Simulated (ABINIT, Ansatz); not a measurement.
## RbCl (Fm-3m): one start, several treatments of the self-energy

Aim: compare treatments of exchange, screening and correlation for the gap of RbCl (Fm-3m).

Program: ABINIT 10.8.3. Level of theory: LDA and many-body steps on it, plane waves. Results are calculated unless marked as measured.

The database entry behind the starting cell differs from later determinations by our own check (about 0.5 % short), so it need not match the best structure at ambient conditions.

## (1) The structure

It takes space group Fm-3m (No. 225, cubic). Conventional cell: a = 6.548 Å, b = 6.548 Å, c = 6.548 Å, α = 90.00°, β = 90.00°, γ = 90.00°. Nearest to Rb lie 6 Cl at 3.27 Å. Cl has 6 Rb at 3.27 Å nearest. Farther neighbours and most contacts between anions are not listed.

The cell and positions come from the Crystallography Open Database and are kept as given unless a step says otherwise.

## (2) Empty states on the mesh, 4×4×4 mesh, 338 bands

This step: ABINIT 10.8.3; DFT, LDA, plane waves, norm-conserving pseudopotentials.

The sums over transitions need many empty states on a uniform mesh; this step solves for them.

Input file run.abi:

```
acell 3*1.0 Angstrom
rprim 
  -0.000000000000 3.274000000000 3.274000000000
  3.274000000000 0.000000000000 3.274000000000
  3.274000000000 3.274000000000 -0.000000000000
ntypat 2
znucl 37 17
natom 2
typat 1 2
xred 
  0.000000000000 0.000000000000 0.000000000000
  0.500000000000 0.500000000000 0.500000000000
pp_dirpath "pseudos"
pseudos "Rb.upf, Cl.upf"
ecut 24
ngkpt 4 4 4
nshiftk 1
shiftk 0 0 0
kptopt 1
chksymbreak 0
irdden 1
istwfk *1
nband 338
prtvol 0
optdriver 6
gwr_task "HDIAGO"
paral_kgb 0
occopt 1
indata_prefix "in"
outdata_prefix "out"
tmpdata_prefix "tmp"
```

Launch:

```sh
$ OMP_NUM_THREADS=1 mpirun -n 4 abinit run.abi > log
```

Log:

```text
.Version 10.8.3 of ABINIT. v10.8.2 released Aug 2026.

 Symmetries : space group Fm -3 m (#225); Bravais cF (face-center cubic)
[... echo of the input left out ...]
== DATASET  1 ==================================================================
-   mpi_nproc: 4, omp_nthreads: 1 (-1 if OMP is not activated)

--- !DatasetInfo
iteration_state: {dtset: 1, }
dimensions: {natom: 2, nkpt: 8, mband: 338, nsppol: 1, nspinor: 1, nspden: 1, mpw: 2698, }
cutoff_energies: {ecut:  24.0, pawecutdg:  -1.0, }
[...]
Direct band gap semiconductor
 Fundamental gap:     4.595 (eV)
   VBM:    -1.612 (eV) at k: [ 0.0000E+00,  0.0000E+00,  0.0000E+00]
   CBM:     2.983 (eV) at k: [ 0.0000E+00,  0.0000E+00,  0.0000E+00]
 Direct gap:         4.595 (eV) at k: [ 0.0000E+00,  0.0000E+00,  0.0000E+00]

== END DATASET(S) ==============================================================
================================================================================

 -outvars: echo values of variables after computation  --------
           etotal      0.0000000000E+00
            nband         338
             nkpt           8
          spgroup         225
 [... the other variables as echoed above ...]

 Calculation completed.
```

Wall time 27 s (4 MPI ranks of Arm Neoverse V2, shared host); peak memory 1.8 GiB.

Numbers from this step:

* gap: 4.595 eV
* k of the valence top: 0, 0, 0
* k of the conduction bottom: 0, 0, 0
* least direct gap: 4.595 eV
* k points computed: 8
* lowest point of the top converged band, above the valence top: 151.1280 eV

On this mesh the gap is 4.595 eV.

The density comes from a self-consistent run that is not shown.

## (3) Screening, 4×4×4 mesh, 139 bands, screening to 141.5 eV

The RPA dielectric matrix is built and inverted for each q.

This step: RPA screening on LDA, plane waves, norm-conserving pseudopotentials.

run.abi, as its differences from that of step 2:

```diff
@@ -20,10 +20,11 @@
 chksymbreak 0
-irdden 1
 istwfk *1
-nband 338
-prtvol 0
-optdriver 6
-gwr_task "HDIAGO"
-paral_kgb 0
 occopt 1
+irdwfk 1
+optdriver 3
+nband 139
+ecuteps 5.2
+inclvkb 2
+awtr 1
+symchi 1
 indata_prefix "in"
```

Log:

```text
.Version 10.8.3 of ABINIT. v10.8.2 released Aug 2026.

 Symmetries : space group Fm -3 m (#225); Bravais cF (face-center cubic)
[... echo of the input left out ...]
== DATASET  1 ==================================================================
-   mpi_nproc: 4, omp_nthreads: 1 (-1 if OMP is not activated)

--- !DatasetInfo
iteration_state: {dtset: 1, }
dimensions: {natom: 2, nkpt: 8, mband: 139, nsppol: 1, nspinor: 1, nspden: 1, mpw: 2698, }
cutoff_energies: {ecut:  24.0, pawecutdg:  -1.0, }
electrons: {nelect:   1.60000000E+01, charge:   0.00000000E+00, occopt:   1.00000000E+00, tsmear:   1.00000000E-02, }

 SCREENING: Calculation of the susceptibility and dielectric matrices

 Based on a program developped by R.W. Godby, V. Olevano, G. Onida, and L. Reining.
 Incorporated in ABINIT by V. Olevano, G.-M. Rignanese, and M. Torrent.
.Using double precision arithmetic ; gwpc =  8

[... cell and pseudopotentials left out ...]
--------------------------------------------------------------------------------

 ==== K-mesh for the wavefunctions ====
 Number of points in the irreducible wedge :     8
[... list of points left out ...]
 Together with 48 symmetry operations and time-reversal symmetry
 yields    64 points in the full Brillouin Zone.

 ==== Q-mesh for the screening function ====
 Number of points in the irreducible wedge :     8
[... list of points left out ...]
 Together with 48 symmetry operations and time-reversal symmetry
 yields    64 points in the full Brillouin Zone.

 setmesh: FFT mesh size selected  =    30x   30x   30
          total number of points  =        27000

 vcoul_init : cutoff-mode = AUXILIARY_FUNCTION
 q-points for optical limit:   1
     1)      0.000010    0.000020    0.000030

- screening: taking advantage of time-reversal symmetry
- Maximum band index for partially occupied states nbvw = 8
- Remaining bands to be divided among processors   nbcw = 131
- Number of bands treated by each node ~32

 Number of electrons calculated from density =   16.0000; Expected =   16.0000
 average of density, n =  0.033780
 r_s =    1.9190
 omega_plasma =   17.7290 [eV]

 calculating chi0 at frequencies [eV] :
  1    0.000000E+00    0.000000E+00
  2    0.000000E+00    1.772900E+01

--------------------------------------------------------------------------------
  q-point number  1        q = ( 0.000000, 0.000000, 0.000000) [r.l.u.]
--------------------------------------------------------------------------------
[... chi0 elements left out ...]
 For q-point:  0.000010 0.000020 0.000030
  dielectric constant =   2.3102
  dielectric constant without local fields =   2.7363

  Average fulfillment of the sum rule on Im[epsilon] for q-point    1 :     82.02  [%]
[... wings left out ...]
  q-point number  2        q = ( 0.250000, 0.000000, 0.000000) [r.l.u.]
--------------------------------------------------------------------------------
[... chi0 elements left out ...]
  Average fulfillment of the sum rule on Im[epsilon] for q-point    2 :     88.22  [%]

 [... 6 further q-points ...]
```

Elapsed: 24 s, on 4 MPI ranks; peak memory 0.95 GiB.

This step gave:

```
ε∞ with local fields, on this mesh, along the program's q direction : 2.310
the same without local fields                                       : 2.736
plasma frequency                                                    : 17.73 eV
plane waves in the screening matrix                                 : 283
```

Local fields lower ε∞ by 16 %.

## (4) G0W0, Godby-Needs plasmon pole

The self-energy is evaluated for the states that the input lists, and the levels follow from it, in one-shot runs by the linearised quasiparticle equation.

This step: G0W0 on LDA, plane waves, norm-conserving pseudopotentials.

run.abi, as its differences from that of step 3:

```diff
@@ -23,8 +23,15 @@
 irdwfk 1
-optdriver 3
+optdriver 4
 nband 139
+gwcalctyp 0
+ecutsigx 24
+symsigma 1
+nkptgw 1
+kptgw 
+  0.0000000000 0.0000000000 0.0000000000
+bdgw 
+  6 12
 ecuteps 5.2
-inclvkb 2
-awtr 1
-symchi 1
+irdscr 1
+ppmodel 1
 indata_prefix "in"
```

Log:

```text
.Version 10.8.3 of ABINIT. v10.8.2 released Aug 2026.

 Symmetries : space group Fm -3 m (#225); Bravais cF (face-center cubic)
[... echo of the input left out ...]
== DATASET  1 ==================================================================
-   mpi_nproc: 4, omp_nthreads: 1 (-1 if OMP is not activated)

--- !DatasetInfo
iteration_state: {dtset: 1, }
dimensions: {natom: 2, nkpt: 8, mband: 139, nsppol: 1, nspinor: 1, nspden: 1, mpw: 2698, }
cutoff_energies: {ecut:  24.0, pawecutdg:  -1.0, }
electrons: {nelect:   1.60000000E+01, charge:   0.00000000E+00, occopt:   1.00000000E+00, tsmear:   1.00000000E-02, }

 SIGMA: Calculation of the GW corrections

 Based on a program developped by R.W. Godby, V. Olevano, G. Onida, and L. Reining.
 Incorporated in ABINIT by V. Olevano, G.-M. Rignanese, and M. Torrent.
.Using double precision arithmetic ; gwpc =  8

[... cell and pseudopotentials left out ...]
--------------------------------------------------------------------------------

 ==== K-mesh for the wavefunctions ====
 Number of points in the irreducible wedge :     8
[... list of points left out ...]
 Together with 48 symmetry operations and time-reversal symmetry
 yields    64 points in the full Brillouin Zone.

 ==== Q-mesh for screening function ====
 Number of points in the irreducible wedge :     8
[... list of points left out ...]
 Together with 48 symmetry operations and time-reversal symmetry
 yields    64 points in the full Brillouin Zone.

 vcoul_init : cutoff-mode = AUXILIARY_FUNCTION
 q-points for optical limit:   1
     1)      0.000010    0.000020    0.000030
 setmesh: FFT mesh size selected  =    40x   40x   40
          total number of points  =        64000

 Number of electrons calculated from density =   16.0000; Expected =   16.0000
 average of density, n =  0.033780
 r_s =    1.9190
 omega_plasma =   17.7290 [eV]

 === KS Band Gaps ===
  >>>> For spin  1
   Minimum direct gap =   4.5949 [eV], located at k-point      :   0.0000  0.0000  0.0000
   Fundamental gap    =   4.5949 [eV], Top of valence bands at :   0.0000  0.0000  0.0000
                                       Bottom of conduction at :   0.0000  0.0000  0.0000
 SIGMA fundamental parameters:
 PLASMON POLE MODEL  1
 number of plane-waves for SigmaX                 2685
 number of plane-waves for SigmaC and W            283
 number of plane-waves for wavefunctions          2685
 number of bands                                   139
 number of independent spin polarizations            1
 number of spinorial components                      1
 number of k-points in IBZ                           8
 number of q-points in IBZ                           8
 number of symmetry operations                      48
 number of k-points in BZ                           64
 number of q-points in BZ                           64
 number of frequencies for dSigma/dE                 9
 frequency step for dSigma/dE [eV]                0.25
 number of omega for Sigma on real axis              0
 max omega for Sigma on real axis  [eV]           0.00
 zcut for avoiding poles [eV]                     0.10

 EPSILON^-1 parameters (SCR file):
 dimension of the eps^-1 matrix on file            283
 dimension of the eps^-1 matrix used               283
 number of plane-waves for wavefunctions          2685
 number of bands                                   139
 number of q-points in IBZ                           8
 number of frequencies                               2
 number of real frequencies                          1
 number of imag frequencies                          1

 matrix elements of self-energy operator (all in [eV])

 Perturbative Calculation

--- !SelfEnergy_ee
iteration_state: {dtset: 1, }
kpoint     : [   0.000,    0.000,    0.000, ]
spin       : 1
KS_gap     :    4.595
QP_gap     :    7.743
Delta_QP_KS:    3.148
data: !SigmaeeData |
     Band     E0 <VxcDFT>   SigX SigC(E0)      Z dSigC/dE  Sig(E)    E-E0       E
        6  -1.612 -13.898 -18.466   2.059   0.800  -0.250 -15.905  -2.008  -3.620
        7  -1.612 -13.898 -18.466   2.059   0.800  -0.250 -15.905  -2.008  -3.620
        8  -1.612 -13.898 -18.466   2.059   0.800  -0.250 -15.905  -2.008  -3.620
        9   2.983  -7.316  -3.142  -2.862   0.869  -0.150  -6.176   1.140   4.123
       10   6.105  -8.154  -3.404  -2.927   0.867  -0.154  -6.573   1.581   7.686
       11   6.105  -8.154  -3.404  -2.927   0.867  -0.154  -6.573   1.581   7.686
       12   6.105  -8.154  -3.404  -2.927   0.867  -0.154  -6.573   1.581   7.686

== END DATASET(S) ==============================================================
================================================================================

 -outvars: echo values of variables after computation  --------
           etotal      0.0000000000E+00
            nband         139
             nkpt           8
          spgroup         225
 [... the other variables as echoed above ...]

 Calculation completed.
```

Wall time 8.3 s (4 MPI ranks); peak memory 0.87 GiB; 33 s of CPU time.

Numbers from this step:

```
G0W0 gap on the points computed              : 7.743 eV
starting gap on the mesh                     : 4.595 eV
k of the valence top                         : 0, 0, 0
k of the conduction bottom                   : 0, 0, 0
Z at the valence top                         : 0.8
Z at the conduction bottom                   : 0.869
least direct G0W0 gap on the computed points : 7.743 eV
```

The gap on the mesh goes from 4.59 eV to 7.74 eV, a correction of +3.15 eV.

## (5) G0W0, von der Linden-Horsch plasmon pole

run.abi, as its differences from that of step 4:

```diff
@@ -35,3 +35,3 @@
 irdscr 1
-ppmodel 1
+ppmodel 3
 indata_prefix "in"
```

Log:

```text
.Version 10.8.3 of ABINIT. v10.8.2 released Aug 2026.

 Symmetries : space group Fm -3 m (#225); Bravais cF (face-center cubic)
[... echo of the input left out ...]
== DATASET  1 ==================================================================
-   mpi_nproc: 4, omp_nthreads: 1 (-1 if OMP is not activated)

--- !DatasetInfo
iteration_state: {dtset: 1, }
dimensions: {natom: 2, nkpt: 8, mband: 139, nsppol: 1, nspinor: 1, nspden: 1, mpw: 2698, }
cutoff_energies: {ecut:  24.0, pawecutdg:  -1.0, }
electrons: {nelect:   1.60000000E+01, charge:   0.00000000E+00, occopt:   1.00000000E+00, tsmear:   1.00000000E-02, }

 SIGMA: Calculation of the GW corrections

 Based on a program developped by R.W. Godby, V. Olevano, G. Onida, and L. Reining.
 Incorporated in ABINIT by V. Olevano, G.-M. Rignanese, and M. Torrent.
.Using double precision arithmetic ; gwpc =  8

[... cell and pseudopotentials left out ...]
--------------------------------------------------------------------------------

 ==== K-mesh for the wavefunctions ====
 Number of points in the irreducible wedge :     8
[... list of points left out ...]
 Together with 48 symmetry operations and time-reversal symmetry
 yields    64 points in the full Brillouin Zone.

 ==== Q-mesh for screening function ====
 Number of points in the irreducible wedge :     8
[... list of points left out ...]
 Together with 48 symmetry operations and time-reversal symmetry
 yields    64 points in the full Brillouin Zone.

 vcoul_init : cutoff-mode = AUXILIARY_FUNCTION
 q-points for optical limit:   1
     1)      0.000010    0.000020    0.000030
 setmesh: FFT mesh size selected  =    40x   40x   40
          total number of points  =        64000

 Number of electrons calculated from density =   16.0000; Expected =   16.0000
[...]
number of q-points in BZ                           64
 number of frequencies for dSigma/dE                 9
 frequency step for dSigma/dE [eV]                0.25
 number of omega for Sigma on real axis              0
 max omega for Sigma on real axis  [eV]           0.00
 zcut for avoiding poles [eV]                     0.10

 EPSILON^-1 parameters (SCR file):
 dimension of the eps^-1 matrix on file            283
 dimension of the eps^-1 matrix used               283
 number of plane-waves for wavefunctions          2685
 number of bands                                   139
 number of q-points in IBZ                           8
 number of frequencies                               2
 number of real frequencies                          1
 number of imag frequencies                          1

 matrix elements of self-energy operator (all in [eV])

 Perturbative Calculation

--- !SelfEnergy_ee
iteration_state: {dtset: 1, }
kpoint     : [   0.000,    0.000,    0.000, ]
spin       : 1
KS_gap     :    4.595
QP_gap     :    8.014
Delta_QP_KS:    3.419
data: !SigmaeeData |
     Band     E0 <VxcDFT>   SigX SigC(E0)      Z dSigC/dE  Sig(E)    E-E0       E
        6  -1.612 -13.898 -18.466   1.686   0.864  -0.157 -16.390  -2.492  -4.104
        7  -1.612 -13.898 -18.466   1.686   0.864  -0.157 -16.390  -2.492  -4.104
        8  -1.612 -13.898 -18.466   1.686   0.864  -0.157 -16.390  -2.492  -4.104
        9   2.983  -7.316  -3.142  -3.160   0.914  -0.094  -6.389   0.927   3.909
       10   6.105  -8.154  -3.404  -3.216   0.914  -0.093  -6.751   1.403   7.509
       11   6.105  -8.154  -3.404  -3.216   0.914  -0.093  -6.751   1.403   7.509
       12   6.105  -8.154  -3.404  -3.216   0.914  -0.093  -6.751   1.403   7.509

== END DATASET(S) ==============================================================
================================================================================

 -outvars: echo values of variables after computation  --------
           etotal      0.0000000000E+00
            nband         139
             nkpt           8
          spgroup         225
 [... the other variables as echoed above ...]

 Calculation completed.
```

The job ended after 4.8 s (4 MPI ranks; peak memory 0.56 GiB).

This step gave:

| Item | Value |
| --- | --- |
| G0W0 gap on the points computed | 8.013 eV |
| starting gap on the mesh | 4.595 eV |
| k of the valence top | 0, 0, 0 |
| k of the conduction bottom | 0, 0, 0 |
| Z at the valence top | 0.864 |
| Z at the conduction bottom | 0.914 |
| least direct G0W0 gap on the computed points | 8.013 eV |

Against G0W0 in ABINIT (4×4×4 mesh, 139 bands, screening to 141.5 eV, Godby-Needs plasmon pole), the gap moves by +0.270 eV.

## (6) G0W0, Engel-Farid plasmon pole

run.abi, as its differences from that of step 5:

```diff
@@ -35,3 +35,3 @@
 irdscr 1
-ppmodel 3
+ppmodel 4
 indata_prefix "in"
```

Log:

```text
.Version 10.8.3 of ABINIT. v10.8.2 released Aug 2026.

 Symmetries : space group Fm -3 m (#225); Bravais cF (face-center cubic)
[... echo of the input left out ...]
== DATASET  1 ==================================================================
-   mpi_nproc: 4, omp_nthreads: 1 (-1 if OMP is not activated)

--- !DatasetInfo
iteration_state: {dtset: 1, }
dimensions: {natom: 2, nkpt: 8, mband: 139, nsppol: 1, nspinor: 1, nspden: 1, mpw: 2698, }
cutoff_energies: {ecut:  24.0, pawecutdg:  -1.0, }
[...]
10   6.105  -8.154  -3.404  -3.014   0.874  -0.144  -6.637   1.517   7.623
       11   6.105  -8.154  -3.404  -3.014   0.874  -0.144  -6.637   1.517   7.623
       12   6.105  -8.154  -3.404  -3.014   0.874  -0.144  -6.637   1.517   7.623

== END DATASET(S) ==============================================================
================================================================================

 -outvars: echo values of variables after computation  --------
           etotal      0.0000000000E+00
            nband         139
             nkpt           8
          spgroup         225
 [... the other variables as echoed above ...]

 Calculation completed.
```

Wall time 4.8 s (4 MPI ranks); peak memory 0.56 GiB; 19 s of CPU time.

This step gave:

```yaml
g0w0_gap_on_the_points_computed: 7.891 eV
starting_gap_on_the_mesh: 4.595 eV
k_of_the_valence_top: 0, 0, 0
k_of_the_conduction_bottom: 0, 0, 0
least_direct_g0w0_gap_on_the_computed_points: 7.891 eV
```

Against G0W0 in ABINIT (4×4×4 mesh, 139 bands, screening to 141.5 eV, Godby-Needs plasmon pole), the gap moves by +0.148 eV.

## (7) One-shot COHSEX

This step: one-shot COHSEX on LDA, plane waves, norm-conserving pseudopotentials.

run.abi, as its differences from that of step 6:

```diff
@@ -25,3 +25,3 @@
 nband 139
-gwcalctyp 0
+gwcalctyp 7
 ecutsigx 24
@@ -35,3 +35,2 @@
 irdscr 1
-ppmodel 4
 indata_prefix "in"
```

Log:

```text
.Version 10.8.3 of ABINIT. v10.8.2 released Aug 2026.

 Symmetries : space group Fm -3 m (#225); Bravais cF (face-center cubic)
[... echo of the input left out ...]
== DATASET  1 ==================================================================
-   mpi_nproc: 4, omp_nthreads: 1 (-1 if OMP is not activated)

--- !DatasetInfo
iteration_state: {dtset: 1, }
dimensions: {natom: 2, nkpt: 8, mband: 139, nsppol: 1, nspinor: 1, nspden: 1, mpw: 2698, }
cutoff_energies: {ecut:  24.0, pawecutdg:  -1.0, }
[...]
10   6.105  -8.154  -3.404  -4.023   1.000   0.000  -7.427   0.727   6.833
       11   6.105  -8.154  -3.404  -4.023   1.000   0.000  -7.427   0.727   6.833
       12   6.105  -8.154  -3.404  -4.023   1.000   0.000  -7.427   0.727   6.833

== END DATASET(S) ==============================================================
================================================================================

 -outvars: echo values of variables after computation  --------
           etotal      0.0000000000E+00
            nband         139
             nkpt           8
          spgroup         225
 [... the other variables as echoed above ...]

 Calculation completed.
```

Elapsed: 2.1 s, on 4 MPI ranks; peak memory 0.17 GiB.

Numbers from this step:

| Property | Result |
| --- | --- |
| quasiparticle gap on the points computed | 9.607 eV |
| starting gap on the mesh | 4.595 eV |
| k of the valence top | 0, 0, 0 |
| k of the conduction bottom | 0, 0, 0 |
| least direct quasiparticle gap on the computed points | 9.607 eV |

Against G0W0 in ABINIT (4×4×4 mesh, 139 bands, screening to 141.5 eV, Godby-Needs plasmon pole), the gap moves by +1.864 eV.

[end of part 1 of 2]

[Paths, hosts, dates, memory and timing lines, banners, echoed tables and standing remarks are left out of the program output.]

[Logs are printed without paths, hosts, clocks, repeated set-up lines and the standing remarks that a program may print on its own settings, such as how far it seeks lower states.]

[Runs of the session that timed out or met a known fault of the program may be left out.]

[Hosts, paths, dates, database ids (printed as entryN), source tags and the programs' standing remarks are cut or masked in the printed files.]

[G0W0 gaps are taken among the corrected bands and points alone; a level outside them can change the order at an edge.]

[Where Ansatz stands beside ABINIT at settings called matched, ABINIT's density can come from a denser mesh and the files from another edition; pairs whose starting gaps differed by over 0.03 eV were left out, so agreement reads better than it is.]
